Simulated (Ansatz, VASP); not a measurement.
# Cross-check of AsP (honeycomb PAs, 3 layers, AA') between VASP and Ansatz

Wanted: the spread between two codes on one cell, functional and k mesh. The structure shown is the start of the Ansatz relaxation below; VASP solves that cell, so the two are compared at the walk's first step.

Program: Ansatz 0.2.0. Level of theory: plane waves, with VASP 6.6.1 beside it; single point at PBE with D3(BJ). Results are calculated unless marked as measured.

## 1. The starting structure

The cell holds 6 atoms: 3 As and 3 P. Its edges and angles: a = 3.440 Å, b = 3.440 Å, c = 51.360 Å, α = 90.0°, β = 90.0°, γ = 120.0°. Vacuum lies along c.

As a file:

```cif
data_structure
_symmetry_space_group_name_H-M 'P 1'
_symmetry_Int_Tables_number 1
_cell_length_a 3.4400
_cell_length_b 3.4400
_cell_length_c 51.3600
_cell_angle_alpha 90.000
_cell_angle_beta 90.000
_cell_angle_gamma 120.000
_cell_volume 526.35
loop_
_atom_site_label
_atom_site_type_symbol
_atom_site_fract_x
_atom_site_fract_y
_atom_site_fract_z
_atom_site_occupancy
As1 As 0.66667 0.33333 0.40109 1
As2 As 0.33333 0.66667 0.48715 1
As3 As 0.66667 0.33333 0.57321 1
P4 P 0.33333 0.66667 0.42679 1
P5 P 0.66667 0.33333 0.51285 1
P6 P 0.33333 0.66667 0.59891 1
```

## 2. Ansatz: relaxation, PBE with D3(BJ)

Ansatz runs on its default PAW (the set named soft_2) files.

The two programs are compared at the cell with which this relaxation starts, whose forces are those of its first step.

Input file input.yaml:

```yaml
crystal:
  lattice:
    - [3.44, 0.0, 0.0]
    - [-1.72, 2.979127389, 0.0]
    - [0.0, 0.0, 51.3600000015]
  atoms:
    - { symbol: As, position: [0.6666666667, 0.3333333333, 0.4010903427] }
    - { symbol: P, position: [0.3333333333, 0.6666666667, 0.4267912772] }
    - { symbol: As, position: [0.3333333333, 0.6666666667, 0.4871495327] }
    - { symbol: P, position: [0.6666666667, 0.3333333333, 0.5128504673] }
    - { symbol: As, position: [0.6666666667, 0.3333333333, 0.5732087228] }
    - { symbol: P, position: [0.3333333333, 0.6666666667, 0.5989096573] }
  periodic: [true, true, false]
kpoints:
  mp_grid: { grid: [9, 9, 1] }
hamiltonian:
  xc: pbe
  dispersion: d3bj
scf:
  occupations: { method: fermi_dirac, width: 0.05 }
  convergence: { dr2_threshold: 1.0e-09 }
relax:
  f_tol: 0.015
  max_steps: 90
  cell: {}
output:
  write_potential: true
  write_density: true
  volumetric_format: npy
```

The run is started by

```bash
$ ansatz run input.yaml --threads 2 --pin off --max-ram 3072MiB --backend cpu --events-out ev --progress --plain --runs-dir out
```

Numbers of over 12 decimals in the logs are rounded to 6 here.

Output:

```text
Warning: relax.cell: scf.convergence.dr2_threshold = 1e-9 eV is looser than the 1.47628495869e-10 eV advised for a relaxation that steers and ends on the stress (1e-10 eV for each atom of the cell: 6, times the square of relax.cell.stress_2d_tol = 0.05 N/m over 20.2 Å (the atoms' height at the walk's start and 5 Å past either face), 2.480e-2 GPa, over a crystal's default 0.05). What an SCF threshold leaves in a stress goes as its square root, and in the free energy as the threshold itself, and one threshold admits the most on a small cell: [figures from the program's tests cut] Set scf.convergence.dr2_threshold to 1.47628495869e-10 eV or tighter. [rest of the remark cut]
Engine: ansatz 0.2.0, x86_64-unknown-linux-gnu
Pseudopotentials: kind: paw
Pseudopotential: As, paw, valence charge 15, recommended cutoff 420 eV (normal), As.paw.azcp
Pseudopotential: P, paw, valence charge 5, recommended cutoff 420 eV (normal), P.paw.azcp
Functional definition: PBE
  parameter kappa = 0.804
  parameter beta = 0.066725
  exchange = pbe_x(kappa = kappa, mu = beta*pi^2/3)
  correlation = pbe_c(beta = beta)
Crystal: 6 atoms, lattice volume = 526.347 Å³
Basis set: ecut = 420 eV, 10239 PW (Γ), exchange–correlation on 48×48×720 points (8 copies of the dense FFT grid, shifted against one another)
Bands: 36, of which v1, the nominal top of the filled ones, is band 30 counted from 1 (29 counted from 0)
Symmetry: 6 space group operations
Space group: P3m1 (ITA 156), of the structure as read, at distance tolerance 8.1e-5 Å
k-points: 12 of 81 (time reversal used)
Non-local potential: As, projectors of the file, l = 0: 2, l = 1: 2, l = 2: 3, l = 3: 1
Non-local potential: P, projectors of the file, l = 0: 2, l = 1: 2, l = 2: 2
PAW form: soft (Blöchl's): semilocal exchange-correlation on the pseudo side does not see the compensation charge
PAW one-centre angular grid: As, 590 points (default); XC on 64 Gauss nodes
PAW one-centre angular grid: P, 110 points (default); XC on 64 Gauss nodes
Initial density: superposition of atomic densities (neutral atoms: chi_scale 0, normalization atom), corrected by the library's trained network
Initial wavefunctions: pseudopotential atomic-orbital guess
Functional: x = pbe(κ = 0.804, μ = 0.219515), c = pbe(β = 0.066725)
SCF iter   1: F=—  HF=-16836.328984 eV  |F-HF|=—  |Δ(HF+E_count)|=         —  Δρ=1.30e-3  dr2=1.06e-1  ethr=1.77e-3  ⟨swp⟩=13.2  Hψ=2534  notcnv=0
preconditioner: auto → LDOS  [metal: Δε(μ)=0.016 eV  Ē_g=8.471 eV  σ=0.050 eV  W_gap=0.08  n_scr=30 (ndim 8)  ℏωp=8.9 eV  f_vac=0.726  D(μ)=2.24/eV (n_scr^D=14)  β→1.0]
SCF iter   2: F=—  HF=-16836.322716 eV  |F-HF|=—  |Δ(HF+E_count)|=   6.27e-3  Δρ=6.66e-4  dr2=2.59e-2  ethr=1.76e-4  ⟨swp⟩=3.5  Hψ=908  notcnv=0  defer=4
SCF iter   3: F=—  HF=-16836.321811 eV  |F-HF|=—  |Δ(HF+E_count)|=   9.05e-4  Δρ=3.46e-4  dr2=8.50e-3  ethr=4.31e-5  ⟨swp⟩=2.2  Hψ=619  notcnv=0  defer=4
SCF iter   4: F=—  HF=-16836.321000 eV  |F-HF|=—  |Δ(HF+E_count)|=   8.11e-4  Δρ=1.18e-4  dr2=1.38e-3  ethr=1.42e-5  ⟨swp⟩=2.2  Hψ=526  notcnv=0  defer=4
SCF iter   5: F=—  HF=-16836.320972 eV  |F-HF|=—  |Δ(HF+E_count)|=   2.75e-5  Δρ=6.10e-5  dr2=9.70e-5  ethr=2.31e-6  ⟨swp⟩=2.8  Hψ=685  notcnv=0  defer=4
SCF iter   6: F=—  HF=-16836.320954 eV  |F-HF|=—  |Δ(HF+E_count)|=   1.80e-5  Δρ=2.93e-5  dr2=2.65e-5  ethr=1.62e-7  ⟨swp⟩=2.9  Hψ=801  notcnv=0  defer=4
SCF iter   7: F=—  HF=-16836.320951 eV  |F-HF|=—  |Δ(HF+E_count)|=   3.59e-6  Δρ=1.24e-5  dr2=4.57e-6  ethr=4.41e-8  ⟨swp⟩=2.6  Hψ=623  notcnv=0  defer=4
SCF iter   8: F=—  HF=-16836.320904 eV  |F-HF|=—  |Δ(HF+E_count)|=   4.66e-5  Δρ=5.40e-6  dr2=1.52e-6  ethr=7.62e-9  ⟨swp⟩=2.9  Hψ=822  notcnv=0  defer=4
SCF iter   9: F=—  HF=-16836.320904 eV  |F-HF|=—  |Δ(HF+E_count)|=   1.59e-7  Δρ=2.12e-6  dr2=1.95e-7  ethr=2.54e-9  ⟨swp⟩=2.2  Hψ=502  notcnv=0  defer=4
SCF iter  10: F=—  HF=-16836.320904 eV  |F-HF|=—  |Δ(HF+E_count)|=  1.75e-10  Δρ=8.48e-7  dr2=1.55e-8  ethr=3.25e-10  ⟨swp⟩=2.8  Hψ=595  notcnv=0  defer=4
SCF iter  11: F=-16836.320904 eV  HF=-16836.320904 eV  |F-HF|=9.00e-9  |Δ(HF+E_count)|=   1.64e-8  Δρ=2.31e-7  dr2=5.61e-10  ethr=1.67e-12  ⟨swp⟩=10.2  Hψ=3719  notcnv=0
SCF 1 converged in 11 iterations: F = -16836.320904 eV  dr2 = 5.61e-10
  greatest PAW one-centre occupation: 0.999 electrons in one spin orbital (limit 2), on the As atom at site 0 (counted from 0), in its partial waves of l = 2
[...]
SCF iter   6: F=—  HF=-16836.630372 eV  |F-HF|=—  |Δ(HF+E_count)|=   1.50e-7  Δρ=2.28e-6  dr2=5.97e-8  ethr=2.03e-9  ⟨swp⟩=2.6  Hψ=553  notcnv=0
SCF iter   7: F=—  HF=-16836.630372 eV  |F-HF|=—  |Δ(HF+E_count)|=   6.39e-9  Δρ=8.24e-7  dr2=4.99e-9  ethr=9.95e-11  ⟨swp⟩=3.0  Hψ=928  notcnv=0
SCF iter   8: F=-16836.630372 eV  HF=-16836.630372 eV  |F-HF|=6.62e-10  |Δ(HF+E_count)|=   3.13e-9  Δρ=2.92e-7  dr2=4.71e-10  ethr=1.67e-12  ⟨swp⟩=11.7  Hψ=3384  notcnv=0
SCF 7 converged in 8 iterations: F = -16836.630372 eV  dr2 = 4.71e-10
relax step   7: F+E_penalty+E_count = -16836.63037224 eV  Δ(F+E_penalty+E_count) = -6.865e-5 eV  max|allowed force component| = 3.763e-3 eV/Å  Δτ_max = 0.0156 Å  P = +0.036 N/m  Ω = 520.277 Å³  energy of the carried Pulay correction = +1.919e-4 eV  fix = [c, alpha, beta]  reactions: c +0.000 N/m  (8 SCF iters, accepted)
Initial wavefunctions: pseudopotential atomic-orbital guess (no wavefunctions were taken with the density)
iter 1 solved again at ethr=8.11e-7 eV; its pass at ethr=3.10e-3 eV (dr2=4.87e-4 eV) is discarded
SCF iter   1: F=—  HF=-16836.630240 eV  |F-HF|=—  |Δ(HF+E_count)|=         —  Δρ=4.65e-6  dr2=4.61e-8  ethr=8.11e-7  ⟨swp⟩=5.7  Hψ=4087  notcnv=0
eigensolver tolerance schedule: the retry pair's looser diagonalisation over-reported the residual by 10549.56 of it (diagonalisation noise at an unbounded share of the residual, at the tolerance the schedule requests for it); recorded, not acted on — ethr = c·dr2/N_el stays at c = 1.0e-1
SCF iter   2: F=—  HF=-16836.630191 eV  |F-HF|=—  |Δ(HF+E_count)|=   4.92e-5  Δρ=2.10e-6  dr2=1.63e-8  ethr=7.69e-11  ⟨swp⟩=4.8  Hψ=1477  notcnv=0
SCF iter   3: F=—  HF=-16836.630191 eV  |F-HF|=—  |Δ(HF+E_count)|=   8.47e-9  Δρ=1.16e-6  dr2=2.24e-8  ethr=2.71e-11  ⟨swp⟩=2.7  Hψ=827  notcnv=0
SCF iter   4: F=—  HF=-16836.630191 eV  |F-HF|=—  |Δ(HF+E_count)|=   1.28e-9  Δρ=5.98e-7  dr2=1.09e-8  ethr=2.71e-11  ⟨swp⟩=2.9  Hψ=637  notcnv=0
SCF iter   5: F=-16836.630191 eV  HF=-16836.630191 eV  |F-HF|=1.64e-10  |Δ(HF+E_count)|=   1.45e-9  Δρ=2.61e-7  dr2=4.04e-10  ethr=1.67e-12  ⟨swp⟩=13.9  Hψ=3781  notcnv=0
SCF 8 converged in 5 iterations: F = -16836.630191 eV  dr2 = 4.04e-10
relax step   8: F+E_penalty+E_count = -16836.63019116 eV  Δ(F+E_penalty+E_count) = +1.811e-4 eV  max|allowed force component| = 3.788e-3 eV/Å  Δτ_max = 0.0000 Å  P = +0.033 N/m  Ω = 520.277 Å³  fix = [c, alpha, beta]  reactions: c +0.000 N/m  stress off target by 3.26e-2 N/m on what of the cell is left free  SCF on the basis re-selected at this cell (its energy is not comparable with the rows above)  (5 SCF iters)
basis re-selected at this cell: Δ(F+E_penalty+E_count) = +1.811e-4 eV, ΔP = -0.003 N/m vs the last step (what re-selecting the basis moved, of the pressure what is left beyond the Pulay correction that the steps carried, after the strain that the cell walked since its last selection, with what the two solves' SCF thresholds leave and, on support functions, any second-order correction that the steps lacked; it is no m [...]
WARN: The output density's exchange-correlation potential varies sharply where the density is thin. Do not read a vacuum level from v_tot or v_xc, or from such a field of the output density. On a cell that repeats whose density bears no net charge and no dipole along the vacuum's axis use v_es (v_loc + v_h of the components); under efield.dipole_correction with no amplitude use v_es + v_field, which holds any externa [...]
SCF converged after 5 iterations
Free energy (F): -16836.630191 eV
Harris-Foulkes:  -16836.630191 eV  (|F-HF|=1.64e-10)
Internal energy: -16836.630080 eV  (E = F + TS)
E sigma→0 (E₀):  -16836.630135 eV
Entropy (-TS):   -0.000111 eV (-0.019 meV/atom)
Fermi energy:    -4.847636 eV
--- Per-component energies (eV) ---
  E_band       = -1551.810715
  E_kinetic    = 514.297114
  E_local      = -260567.596462  (includes V_loc(G=0)·N_el)
  E_nonlocal   = -1909.090496
  E_hartree    = 130075.724673
  E_xc         = -419.408147
  E_vxc        = -416.092194  (∫ρ·V_xc dr)
  E_paw        = -7212.523609  (= ΣΔE_a)
  E_vpaw       = 675.222345  (= ΣTr[D̂ρ^β])
  E_aug_tail   = 0.000035  (compensation charges beyond the density's cutoff)
  E_ewald      = 122683.544595
  E_disp       = -1.577782  (pairwise vdW)
  E_smearing   = -0.000111  (= −TS)
  E_closure    = 0.000000  (closes the sum)
  Σ components = -16836.630191   (vs F -16836.630191, Δ=0.00e0)
--- Forces (eV/Å), atoms counted from 1 ---
  atom   1  As     0.00000000    -0.00000000    -0.00378774
  atom   2  P      0.00000000     0.00000000     0.00370698
  atom   3  As     0.00000000     0.00000000    -0.00149009
  atom   4  P      0.00000000    -0.00000000     0.00084843
  atom   5  As    -0.00000000    -0.00000000    -0.00167398
  atom   6  P      0.00000000     0.00000000     0.00239869
  max |Σ_I F_I| component: 2.29e-6 eV/Å
--- 2D stress c σ (N/m, compression-positive) ---
        0.032571      -0.000000       0.000000
       -0.000000       0.032571       0.000000
        0.000000       0.000000       0.000000
  P = ½ c Tr σ = 0.0326 N/m
--- Band table (eV; the first three rows and the last of 12) ---
  k-point 0: bands = [... 26 lower, -5.7205, -5.3970, -5.2418, -5.2418, -3.3017, -2.7640, -2.4019, -2.4019, ... 2 higher]
  k-point 1: bands = [... 26 lower, -6.1649, -6.1046, -5.6259, -5.3166, -3.1172, -2.6386, -2.1574, -1.9841, ... 2 higher]
  k-point 2: bands = [... 26 lower, -6.7536, -6.3379, -6.0184, -5.2722, -4.0301, -3.5318, -3.0346, -1.3915, ... 2 higher]
  k-point 11: bands = [... 26 lower, -7.7922, -7.5794, -7.1508, -7.0985, -4.2450, -3.7355, -3.1802, -1.4400, ... 2 higher]
  the weakly bound empty levels are not read free of the cell's end (no_gap_told)
--- Relaxed structure (7 steps of the walk, 7 accepted, 1 SCFs on fresh bases) ---
  F+E_penalty+E_count = -16836.63019116 eV   max|allowed force component| = 3.788e-3 eV/Å   (the final SCF, on the basis selected at the relaxed cell)
  cell:  # Å, volume = 520.2771 Å³
    - [3.420106, 0, 0]
    - [-1.710053, 2.961898, 0]
    - [0, 0, 51.3600000015]
  atoms:
    - { symbol: As, position: [0.666667, 0.333333, 0.385899] }
    - { symbol: P, position: [0.333333, 0.666667, 0.411683] }
    - { symbol: As, position: [0.333333, 0.666667, 0.487120] }
    - { symbol: P, position: [0.666667, 0.333333, 0.512912] }
    - { symbol: As, position: [0.666667, 0.333333, 0.588293] }
    - { symbol: P, position: [0.333333, 0.666667, 0.614092] }
```

[end of part 1 of 2]

[Lines on the potential files, build, host, timing and source positions are cut from VASP's logs without a mark.]

[Logs are printed without paths, hosts, clocks, repeated set-up lines and the standing remarks that a program may print on its own settings, such as how far it seeks lower states.]

[Hosts, paths, dates, database ids (printed as entryN), source tags and the programs' standing remarks are cut or masked in the printed files.]
